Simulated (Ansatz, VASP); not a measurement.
One calculation of C, two programs

```
C
1.0
     1.79893    0.00000    0.00000
     0.00000    1.79893    0.00000
     0.00000    0.00000    1.79893
C
1
Cartesian
  0.0000 0.0000 0.0000
```

Change from the starting cell: volume scaled by 1.04.

Alike in both runs: task single point; functional PBE; k mesh 15 × 15 × 15; occupations fermi-dirac, width 0.03 eV; no spin polarisation.

|  | VASP | Ansatz |
| --- | --- | --- |
| version | VASP 6.6.1 | Ansatz 0.2.0 |
| potentials or method | VASP PAW PBE potentials, release 64 (C), cutoff 520 eV | all-electron LAPW, scalar-relativistic |

VASP gave:

- pressure (GPa): -11.1

Question: What did Ansatz give for the same quantities?

Answer: Pressure (GPa): -11.4.

Ansatz ran all-electron here, so the differences hold the error of VASP's frozen core and of both bases.
